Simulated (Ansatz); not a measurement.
**A convergence test on BaS (Fm-3m): k mesh of the density**

Aim: see how gap, energy and time of BaS (Fm-3m) follow the k mesh of the density.

Calculated with Ansatz 0.2.0; DFT, PBE, plane waves, PAW; PAW set soft_1.

## 1. The starting structure

It takes space group Fm-3m (No. 225, cubic). The conventional cell has a = 6.388 Å, b = 6.388 Å, c = 6.388 Å, α = 90.00°, β = 90.00°, γ = 90.00°. Nearest to Ba lie 6 S at 3.19 Å. Nearest to S lie 6 Ba at 3.19 Å. Farther neighbours and most contacts between anions are not listed.

As a file:

```cif
data_structure
_symmetry_space_group_name_H-M 'P 1'
_symmetry_Int_Tables_number 1
_cell_length_a 4.5166
_cell_length_b 4.5166
_cell_length_c 4.5166
_cell_angle_alpha 60.000
_cell_angle_beta 60.000
_cell_angle_gamma 60.000
_cell_volume 65.15
loop_
_atom_site_label
_atom_site_type_symbol
_atom_site_fract_x
_atom_site_fract_y
_atom_site_fract_z
_atom_site_occupancy
Ba1 Ba 0.00000 0.00000 0.00000 1
S2 S 0.50000 0.50000 0.50000 1
```

The cell and positions come from the Crystallography Open Database and are kept as given unless a step says otherwise. Spin-orbit coupling is left out unless a step names it.

## 2. k mesh of the density: 2×2×2

input.yaml reads:

```yaml
crystal:
  lattice:
    - [0.0, 3.19375, 3.19375]
    - [3.19375, 0.0, 3.19375]
    - [3.19375, 3.19375, 0.0]
  atoms:
    - { symbol: Ba, position: [0.0, 0.0, 0.0] }
    - { symbol: S, position: [0.5, 0.5, 0.5] }
kpoints:
  mp_grid: { grid: [2, 2, 2] }
  band_path:
    path:
      - [0.0, 0.0, 0.0]
      - [0.5, 0.0, 0.5]
      - [0.625, 0.25, 0.625]
      - [0.375, 0.375, 0.75]
      - [0.5, 0.5, 0.5]
      - [0.5, 0.25, 0.75]
    npoints: 1
hamiltonian:
  xc: pbe
  pseudopotentials: { kind: paw, azcp: { folder: soft_1 } }
scf:
  occupations: { method: fixed }
  n_extra_bands: 4
output:
  eigenvalues: true
```

Launch:

```bash
$ ansatz run input.yaml --threads 24 --pin off --max-ram 82944MiB --backend cuda --events-out ev --progress --plain --runs-dir out --devices 1 --max-vram 78GiB
```

Numbers of over 12 decimals in the logs are rounded to 6 here.

The program printed:

```text
scf.n_extra_bands = 4 over 8 filled bands (N_el = 16.0): the run solves 12 bands
GPUs: using 1 of 1 available (devices: 1).
Engine: ansatz 0.2.0, aarch64-unknown-linux-gnu
Pseudopotentials: kind: paw
Pseudopotential: Ba, paw, valence charge 10, recommended cutoff 420 eV (normal), soft_1/Ba.paw.azcp
Pseudopotential: S, paw, valence charge 6, recommended cutoff 420 eV (normal), soft_1/S.paw.azcp
Functional definition: PBE
  parameter kappa = 0.804
  parameter beta = 0.066725
  exchange = pbe_x(kappa = kappa, mu = beta*pi^2/3)
  correlation = pbe_c(beta = beta)
device memory: the entry about to start is reckoned to put 1.4 GiB on a device that reports 181.8 GiB free (of which the cap on the GPU budget leaves the run 78.0 GiB)
GPU FFT provider: cuFFT
GPU libraries: cuBLAS 13.8.1, cuFFT 12.4.0, cuSOLVER 12.3.2
GPU matrix products: emulated (plane waves: as basis.precision tells), large ones in fixed point in workspaces of 1.00 GiB
Crystal: 2 atoms, lattice volume = 65.153 Å³
Basis set: ecut = 420 eV, 1243 PW (Γ)
Bands: 12, of which v1, the nominal top of the filled ones, is band 8 counted from 1 (7 counted from 0)
Symmetry: 48 space group operations
Space group: Fm-3m (ITA 225), of the structure as read, at distance tolerance 4.0e-5 Å
k-points: 3 of 8
Non-local potential: Ba, projectors of the file, l = 0: 3, l = 1: 2, l = 2: 2, l = 3: 2
Non-local potential: S, projectors of the file, l = 0: 2, l = 1: 2, l = 2: 1
PAW form: soft (Blöchl's): semilocal exchange-correlation on the pseudo side does not see the compensation charge
PAW one-centre angular grid: Ba, 194 points (default); XC on 64 Gauss nodes
PAW one-centre angular grid: S, 110 points (default); XC on 64 Gauss nodes
Initial density: superposition of atomic densities (chi_scale 0.1, normalization cell, long waves kept (reshape's long-wave potential 0.00 eV rms))
Initial wavefunctions: pseudopotential atomic-orbital guess
GPU buffer pool allocated for 32768 grid points (all kernels)
GPU transforms: local potential and band sums: pruned to the plane-wave sphere, on 30×32×32
Functional: x = pbe(κ = 0.804, μ = 0.219515), c = pbe(β = 0.066725)
SCF iter   1: F=—  HF=-6855.809103 eV  |F-HF|=—  |Δ(HF+E_count)|=         —  Δρ=2.11e-2  dr2=4.63e-1  ethr=3.10e-3  ⟨swp⟩=5.3  Hψ=203  notcnv=0  defer=3
preconditioner: auto → none  [insulator: Δε(μ)=1.834 eV  Ē_g=12.035 eV  n_scr=14 (ndim 8)  ℏωp=17.2 eV  f_vac=0.000  ε∞_Penn≈3.0]
SCF iter   2: F=—  HF=-6855.730810 eV  |F-HF|=—  |Δ(HF+E_count)|=   7.83e-2  Δρ=9.10e-3  dr2=7.84e-2  ethr=2.90e-3  ⟨swp⟩=3.7  Hψ=86  notcnv=0  defer=3
SCF iter   3: F=—  HF=-6855.754917 eV  |F-HF|=—  |Δ(HF+E_count)|=   2.41e-2  Δρ=3.53e-3  dr2=1.01e-2  ethr=4.90e-4  ⟨swp⟩=2.0  Hψ=53  notcnv=0  defer=4
SCF iter   4: F=—  HF=-6855.755546 eV  |F-HF|=—  |Δ(HF+E_count)|=   6.29e-4  Δρ=8.10e-4  dr2=8.56e-4  ethr=6.29e-5  ⟨swp⟩=3.0  Hψ=60  notcnv=0  defer=4
SCF iter   5: F=—  HF=-6855.755900 eV  |F-HF|=—  |Δ(HF+E_count)|=   3.54e-4  Δρ=1.65e-4  dr2=1.92e-5  ethr=5.35e-6  ⟨swp⟩=2.3  Hψ=57  notcnv=0  defer=4
SCF iter   6: F=—  HF=-6855.755871 eV  |F-HF|=—  |Δ(HF+E_count)|=   2.93e-5  Δρ=3.09e-5  dr2=9.51e-7  ethr=1.20e-7  ⟨swp⟩=2.3  Hψ=62  notcnv=0
SCF iter   7: F=-6855.755870 eV  HF=-6855.755870 eV  |F-HF|=1.49e-8  |Δ(HF+E_count)|=   3.56e-7  Δρ=5.52e-6  dr2=2.39e-8  ethr=6.25e-10  ⟨swp⟩=5.3  Hψ=206  notcnv=0
SCF 1 converged in 7 iterations: F = -6855.755870 eV  dr2 = 2.39e-8
[...]
device memory: the entry about to start is reckoned to put 1.6 GiB on a device that reports 179.1 GiB free (of which the cap on the GPU budget leaves the run 78.0 GiB)
NSCF: frozen V_eff on 6 k-points
SCF converged after 7 iterations
Free energy (F): -6855.755870 eV
Harris-Foulkes:  -6855.755870 eV  (|F-HF|=1.49e-8)
Internal energy: -6855.755870 eV  (E = F + TS)
E sigma→0 (E₀):  -6855.755870 eV
Fermi energy:    5.966461 eV
--- Per-component energies (eV) ---
  E_band       = -49.632580
  E_kinetic    = 266.936764
  E_local      = -435.166655  (includes V_loc(G=0)·N_el)
  E_nonlocal   = 127.387179
  E_hartree    = 127.668331
  E_xc         = -288.501976
  E_vxc        = -212.563280  (∫ρ·V_xc dr)
  E_paw        = -5803.841946  (= ΣΔE_a)
  E_vpaw       = -51.561433  (= ΣTr[D̂ρ^β])
  E_aug_tail   = -0.000002  (compensation charges beyond the density's cutoff)
  E_ewald      = -850.237565
  E_smearing   = -0.000000  (= −TS)
  E_closure    = -0.000000  (closes the sum)
  Σ components = -6855.755870   (vs F -6855.755870, Δ=0.00e0)
--- Band table (eV) ---
  k-point 0: bands = [... 4 lower, -4.2887, 5.9665, 5.9665, 5.9665, 9.5709, 9.7766, 9.7766, 9.7766]
  k-point 1: bands = [... 4 lower, -3.0968, 4.0647, 4.9263, 4.9263, 11.4131, 11.4992, 12.2066, 12.2066]
  k-point 2: bands = [... 4 lower, -4.1955, 5.4921, 5.8524, 5.8524, 8.0356, 11.8339, 11.9565, 13.3728]
```

The job ended after 1 s (1 × NVIDIA GB200 (shared by 2 runs) with 24 threads of Arm Neoverse V2, shared host; peak memory 0.95 GiB).

In the SCF lines HF is the Harris–Foulkes energy and dr2 the Hartree energy of the density residual, in eV; the loop may stop once dr2 is under the threshold and the program's other checks hold. Hψ counts applications of the Hamiltonian.

Numbers from this step:

```yaml
gap: 2.069 eV
valence_top_at: Γ
conduction_bottom_at: X
least_direct_gap: 2.183 eV
```

The gap is indirect, with the least direct gap 0.11 eV higher.

## 3. k mesh of the density: 4×4×4

Changes to input.yaml since step 2:

```diff
@@ -9,3 +9,3 @@
 kpoints:
-  mp_grid: { grid: [2, 2, 2] }
+  mp_grid: { grid: [4, 4, 4] }
   band_path:
```

The program printed:

```text
[...]
GPUs: using 1 of 1 available (devices: 1).
[...]
GPU FFT provider: cuFFT
GPU libraries: cuBLAS 13.8.1, cuFFT 12.4.0, cuSOLVER 12.3.2
[...]
Crystal: 2 atoms, lattice volume = 65.153 Å³
Basis set: ecut = 420 eV, 1243 PW (Γ)
Bands: 12, of which v1, the nominal top of the filled ones, is band 8 counted from 1 (7 counted from 0)
[... 1 set-up line as in the run before ...]
[...]
E sigma→0 (E₀):  -6856.016641 eV
Fermi energy:    5.808615 eV
[...]
--- Band table (eV; the first three rows and the last of 8) ---
  k-point 0: bands = [... 4 lower, -4.4796, 5.8086, 5.8086, 5.8086, 9.4954, 9.7703, 9.7703, 9.7703]
  k-point 1: bands = [... 4 lower, -3.6884, 4.7127, 5.2296, 5.2296, 9.9301, 10.6110, 10.6110, 11.2753]
  k-point 2: bands = [... 4 lower, -3.2288, 3.9527, 4.7957, 4.7957, 11.3587, 11.4422, 12.2154, 12.2154]
  k-point 7: bands = [... 4 lower, -3.8362, 4.7503, 5.3850, 5.3850, 10.1022, 10.1022, 12.1710, 12.7256]
[key lines of the parts left out:]
SCF converged after 7 iterations
Free energy (F): -6856.016641 eV
```

It took 0.97 s on 1 × NVIDIA GB200 (shared by 2 runs) with 24 threads; peak memory 0.95 GiB.

Numbers from this step:

```yaml
gap: 2.202 eV
valence_top_at: Γ
conduction_bottom_at: X
least_direct_gap: 2.307 eV
```

The gap is 2.202 eV, +0.133 eV from the run before at this level.

## 4. k mesh of the density: 6×6×6 (the default)

input.yaml, the sections that differ from step 3:

```yaml
kpoints:
  mp_grid: { grid: [6, 6, 6] }
  band_path:
    path:
      - [[0.0, 0.0, 0.0], [0.5, 0.0, 0.5], [0.625, 0.25, 0.625]]
      - [[0.375, 0.375, 0.75], [0.0, 0.0, 0.0], [0.5, 0.5, 0.5], [0.5, 0.25, 0.75], [0.5, 0.0, 0.5]]
    npoints: 10
scf:
  occupations: { method: fermi_dirac, width: 0.02 }
  n_extra_bands: 4
# crystal, hamiltonian, output: as in step 3
```

The program printed:

```text
[...]
GPUs: using 1 of 1 available (devices: 1).
[...]
GPU FFT provider: cuFFT
GPU libraries: cuBLAS 13.8.1, cuFFT 12.4.0, cuSOLVER 12.3.2
[...]
Crystal: 2 atoms, lattice volume = 65.153 Å³
Basis set: ecut = 420 eV, 1243 PW (Γ)
Bands: 12, of which v1, the nominal top of the filled ones, is band 8 counted from 1 (7 counted from 0)
[... 1 set-up line as in the run before ...]
[...]
E sigma→0 (E₀):  -6856.020714 eV
Fermi energy:    6.907050 eV
[...]
--- Band table (eV; the first three rows and the last of 16) ---
  k-point 0: bands = [... 4 lower, -4.4855, 5.8037, 5.8037, 5.8037, 9.4928, 9.7699, 9.7699, 9.7699]
  k-point 1: bands = [... 4 lower, -3.9967, 5.1848, 5.4888, 5.4888, 9.7694, 10.1560, 10.1560, 10.4521]
  k-point 2: bands = [... 4 lower, -3.4470, 4.3060, 4.9960, 4.9960, 10.2680, 11.2000, 11.2000, 11.9112]
  k-point 15: bands = [... 4 lower, -3.9616, 4.9604, 5.3483, 5.4769, 9.0546, 11.3088, 12.0657, 12.8279]
[key lines of the parts left out:]
SCF converged after 7 iterations
Free energy (F): -6856.020714 eV
```

The job ended after 1.1 s (1 × NVIDIA GB200 (shared by 2 runs) with 24 threads; peak memory 1.1 GiB).

This step gave:

```
gap                  : 2.206 eV
valence top at       : Γ
conduction bottom at : X
least direct gap     : 2.311 eV
```

The gap is 2.206 eV, +0.004 eV from the run before at this level.

## 5. k mesh of the density: 10×10×10

input.yaml, the sections that differ from step 4:

```yaml
kpoints:
  mp_grid: { grid: [10, 10, 10] }
  band_path:
    path:
      - [0.0, 0.0, 0.0]
      - [0.5, 0.0, 0.5]
      - [0.625, 0.25, 0.625]
      - [0.375, 0.375, 0.75]
      - [0.5, 0.5, 0.5]
      - [0.5, 0.25, 0.75]
    npoints: 1
scf:
  occupations: { method: fixed }
  n_extra_bands: 4
# crystal, hamiltonian, output: as in step 4
```

The program printed:

```text
[...]
GPUs: using 1 of 1 available (devices: 1).
[...]
GPU FFT provider: cuFFT
GPU libraries: cuBLAS 13.8.1, cuFFT 12.4.0, cuSOLVER 12.3.2
[...]
Crystal: 2 atoms, lattice volume = 65.153 Å³
Basis set: ecut = 420 eV, 1243 PW (Γ)
Bands: 12, of which v1, the nominal top of the filled ones, is band 8 counted from 1 (7 counted from 0)
[... 1 set-up line as in the run before ...]
[...]
E sigma→0 (E₀):  -6856.020853 eV
Fermi energy:    5.803402 eV
[...]
--- Band table (eV; the first three rows and the last of 47) ---
  k-point 0: bands = [... 4 lower, -4.4859, 5.8034, 5.8034, 5.8034, 9.4927, 9.7699, 9.7699, 9.7699]
  k-point 1: bands = [... 4 lower, -4.2517, 5.5414, 5.6754, 5.6754, 9.7283, 9.9039, 9.9119, 9.9119]
  k-point 2: bands = [... 4 lower, -3.8706, 4.9912, 5.3829, 5.3829, 9.8137, 10.3191, 10.3191, 10.7763]
  k-point 46: bands = [... 4 lower, -3.8863, 4.8264, 5.3547, 5.4301, 9.4456, 10.8146, 12.1251, 12.7765]
[key lines of the parts left out:]
SCF converged after 7 iterations
Free energy (F): -6856.020853 eV
```

It took 1.2 s on 1 × NVIDIA GB200 (shared by 2 runs) with 24 threads; peak memory 0.93 GiB; 2.3 s of CPU time.

Numbers from this step:

```
gap                  : 2.206 eV
valence top at       : Γ
conduction bottom at : X
least direct gap     : 2.311 eV
```

The gap is 2.206 eV, as in the run before at this level.

## 6. The series

Differences are against the last row; a negative gap means that bands overlap, and a run with a band path holds that path's time. Times are wall times on 1 × NVIDIA GB200 (shared by 2 runs) with 24 threads of Arm Neoverse V2, shared host, good to a factor of about two.

```
k mesh of the density  gap (eV)  direct gap (eV)  gap error (eV)  energy error (meV/atom)  irreducible k    time
                2×2×2     2.069            2.183          −0.137                   +132.5              3     1 s
                4×4×4     2.202            2.307          −0.004                     +2.1              8  0.97 s
                6×6×6     2.206            2.311         −0.0002                     +0.1             16   1.1 s
             10×10×10     2.206            2.311          +0.000                     +0.0             47   1.2 s
```

## 7. Summary of results

| Property | Result |
| --- | --- |
| 2×2×2 | 2.069 eV |
| 4×4×4 | 2.202 eV |
| 6×6×6 | 2.206 eV |
| 10×10×10 | 2.206 eV |

In words: The gap holds to 0.02 eV from 4×4×4 on. At 2×2×2 the gap is off by −0.137 eV and the energy by +132 meV/atom. The gap is read over the mesh and added points near the edges, so meshes differ mainly through the density and, for a hybrid, the exchange operator.

[Paths, hosts, dates, memory and timing lines, banners, echoed tables and standing remarks are left out of the program output.]

[Logs are printed without paths, hosts, clocks, repeated set-up lines and the standing remarks that a program may print on its own settings, such as how far it seeks lower states.]

[Runs of the session that timed out or met a known fault of the program may be left out.]

[Cells called generated may have been cut or substituted from an entry of the Crystallography Open Database or the Materials Project.]

[Hosts, paths, dates, database ids (printed as entryN), source tags and the programs' standing remarks are cut or masked in the printed files.]
